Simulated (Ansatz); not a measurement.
**Property card for TiC**

Theory: Ansatz 0.2.0, DFT PBE, scalar-relativistic, plane waves, PAW.

Settings: cutoff 420 eV, Γ-centred mesh 22×22×22 on the computed 2-atom cell, Gaussian smearing of 0.10 eV; no spin polarisation.

The structure is relaxed at this level of theory with its symmetry kept, and needn't be the ground state of this composition.

```cif
data_structure
_symmetry_space_group_name_H-M 'Fm-3m'
_symmetry_Int_Tables_number 225
_cell_length_a 4.3327
_cell_length_b 4.3327
_cell_length_c 4.3327
_cell_angle_alpha 90.000
_cell_angle_beta 90.000
_cell_angle_gamma 90.000
_cell_volume 81.34
loop_
_atom_site_label
_atom_site_type_symbol
_atom_site_symmetry_multiplicity
_atom_site_Wyckoff_symbol
_atom_site_fract_x
_atom_site_fract_y
_atom_site_fract_z
_atom_site_occupancy
Ti1 Ti 4 b 0.50000 0.00000 0.00000 1
C1 C 4 a 0.00000 0.00000 0.00000 1
```

| Item | Value |
| --- | --- |
| Space group | Fm-3m (No. 225) |
| Volume per atom | 10.17 Å³ |
| Formation energy from the elements' standard states (uncorrected) | -0.831 eV/atom |
| Kohn–Sham band gap | none (metal) |
| Density of states at the Fermi level | 0.3 states/eV per cell |
| Orbital (Löwdin) character within 0.5 eV of the Fermi level | Ti 3d 49 %, C 2p 48 % |
| Bader charge by site (e) | Ti (1 in the cell) 1.69, C (1 in the cell) -1.69 |

The cell was reached from a generator's guess, though it ends in a space group that the Crystallography Open Database lists for this formula. Löwdin shares on free-atom orbitals overweight diffuse shells.
